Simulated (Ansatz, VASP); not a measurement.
**BaTe: VASP beside Ansatz**

The input INCAR:

```
PREC = Accurate
ENCUT = 520
EDIFF = 1E-7
ISMEAR = -1
SIGMA = 0.05
LREAL = False
LASPH = True
NELM = 100
ALGO = Normal
ISIF = 2
LWAVE = False
LCHARG = False
GGA = PE
NBANDS = 15
```

File KPOINTS:

```
regular mesh
0
Gamma
  6 6 6
```

POSCAR

```
BaTe
1.0
    4.2338579837      0.0000000000      0.0000000000
    0.0000000000      4.2338579837      0.0000000000
    0.0000000000      0.0000000000      4.2338579837
Ba Te
1 1
Direct
    0.0000000000      0.0000000000      0.0000000000
    0.5000000000      0.5000000000      0.5000000000
```

Contents of input.yaml:

```yaml
crystal:
  lattice:
    - [4.2338579837, 0.0, 0.0]
    - [0.0, 4.2338579837, 0.0]
    - [0.0, 0.0, 4.2338579837]
  atoms:
    - { symbol: Ba, position: [0.0, 0.0, 0.0] }
    - { symbol: Te, position: [0.5, 0.5, 0.5] }
hamiltonian:
  xc: pbe
  pseudopotentials: { kind: paw }
kpoints:
  mp_grid: { grid: [6, 6, 6] }
scf:
  occupations: { method: fermi_dirac, width: 0.05 }
output:
  forces: true
  stress: true
  eigenvalues: true
  write_density: true
  write_potential: true
  elf: true
  volumetric_format: npy
```

Change from the starting cell: volume scaled by 0.98.

Alike in both runs: task single point; functional PBE; k mesh 6 × 6 × 6; occupations fermi-dirac, width 0.05 eV; no spin polarisation.

|  | VASP | Ansatz |
| --- | --- | --- |
| version | VASP 6.6.1 | Ansatz 0.2.0 |
| potentials or method | VASP PAW PBE potentials, release 64 (Ba_sv, Te) | Ansatz PAW |
| plane-wave cutoff (eV) | 520 | 420 |
| valence electrons in the cell | 16 | 26 |

Ansatz gave:

| Property | Result |
| --- | --- |
| gap on the k mesh at the Fermi level (eV) | 0.84 |
| least direct gap on the mesh (eV) | 1.07 |
| pressure (GPa) | 0.2 |

Q: Which values does VASP return?

A: gap on the k mesh at the Fermi level (eV): 0.74; least direct gap on the mesh (eV): 0.96; pressure (GPa): 0.7.

The two sets of potentials don't hold the same shells in valence.

Caveats: spin-orbit coupling is left out, which moves the levels of the heavy elements. A k mesh can miss the band edges.
